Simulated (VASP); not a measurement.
# Si: single point with PBE

Crystal: Si.

```xyz
6
Lattice="4.6604 0.0000 0.0000 0.0000 4.6604 0.0000 0.0000 0.0000 4.6604" Properties=species:S:1:pos:R:3 pbc="T T T"
Si    1.1651    2.3302    0.0000
Si    3.4953    2.3302    0.0000
Si    0.0000    1.1651    2.3302
Si    0.0000    3.4953    2.3302
Si    2.3302    0.0000    1.1651
Si    2.3302    0.0000    3.4953
```

The cell was built by a generator and needn't be a form met in nature.

The cell isn't the ideal one: random cell by space group and Wyckoff sites (Pm-3n, No. 223).

- Program: VASP 6.6.1
- Task: single point
- Functional: PBE
- Potentials or basis: VASP PAW PBE potentials, release 64 (Si)
- Cutoff: 520 eV
- k mesh: 8 × 8 × 8
- Occupations: gaussian, width 0.1 eV
- Spin: no spin polarisation
- Dipole correction: no
- Further INCAR settings: ALGO = Normal; EDIFF = 1e-06; NBANDS = 21

The pressure is -0.1 GPa. The band gap on the k mesh is none (metal or under the smearing width).

Levels at points of the mesh, in eV from the Fermi level:
```csv
k point,band 10,band 11,band 12,band 13,band 14,band 15
"(0.00, 0.00, 0.00)",-1.23,-1.23,-1.23,-0.02,-0.02,-0.02
"(0.50, 0.00, 0.00)",-4.42,0.20,0.20,1.52,1.52,1.62
"(0.50, 0.50, 0.00)",-2.41,-2.13,-2.13,1.75,1.79,2.08
"(0.50, 0.50, 0.50)",2.55,2.55,2.55,2.55,2.55,3.39
```

Wall time 20 s on 1 thread of Intel(R) Xeon(R) 6975P-C (Granite Rapids) (shared host), peak memory 0.21 GiB.
